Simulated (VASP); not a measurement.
Wanted: the native input for a VASP 6.6.1 run.

```
Task                   : relaxation of cell and atoms
Functional             : PBE
Dispersion             : D3(BJ)
Potentials or basis    : VASP PAW PBE potentials, release 64 (Sb)
Cutoff                 : 600 eV
k mesh                 : 12 × 12 × 10
Occupations            : methfessel-paxton, width 0.1 eV
Spin                   : no spin polarisation
Further INCAR settings : ALGO = Normal; EDIFF = 1e-07; IBRION = 2; EDIFFG = -0.005; NSW = 90; ISIF = 3
```

The structure of Sb lies in POSCAR:

```
Sb                                      
1.0
    2.1616089712      1.2480055214      3.6700096751
   -2.1616089712      1.2480055214      3.6700096751
    0.0000000000     -2.4960110428      3.6700096751
  Sb            
     2
Direct
     0.2370263576077386    0.2370263576077386    0.2370263576077386
     0.7629736423922613    0.7629736423922613    0.7629736423922613
```

One way to write it, as run:

INCAR

```
PREC     = Accurate       # precision mode
ENCUT    = 600            # plane-wave cutoff, eV
EDIFF    = 1E-7           # SCF threshold, eV
ISMEAR   = 1              # smearing method
SIGMA    = 0.1            # smearing width, eV
LREAL    = F              # projectors in reciprocal space
LASPH    = T              # aspherical terms in the spheres
NELM     = 80             # most SCF steps
ALGO     = Normal         # electronic algorithm
ISIF     = 3              # what is computed and relaxed
LWAVE    = F              # write WAVECAR
LCHARG   = F              # write CHGCAR
GGA      = PE             # functional
IVDW     = 12             # dispersion correction
IBRION   = 2              # ionic algorithm
NSW      = 90             # ionic steps
EDIFFG   = -0.005         # ionic threshold
```

KPOINTS

```
Automatic mesh
0
Gamma
  12 12 10
```

Potentials or basis: VASP PAW PBE potentials, release 64 (Sb).

Command:

```sh
$ cat potpaw_PBE.64/Sb/POTCAR > POTCAR
$ mpirun -np 1 vasp_std > vasp.out
```

It gave:

| Property | Result |
| --- | --- |
| Relaxed volume | 29.68 Å³/atom |
| Relaxed cell | a = 4.437 Å, b = 4.437 Å, c = 4.437 Å, α = 58.30°, β = 58.30°, γ = 58.30° |
| Space group after relaxing (to 0.05 Å) | R-3m (No. 166) |
| Energy gained by relaxing | 0.0 meV/atom |
| Ionic steps | 3 |
| Pressure after relaxing | 0.0 GPa |
| Largest force after relaxing | 0.003 eV/Å |
| Band gap on the k mesh | none (metal or under the smearing width) |
| Dispersion energy per atom | -0.481 eV |

Caveat: pairwise dispersion overbinds metals, which lowers pressure and volume.

It took 4 min on 1 thread of AMD EPYC 9R14 (Zen 4) (shared host), peak memory 0.37 GiB.
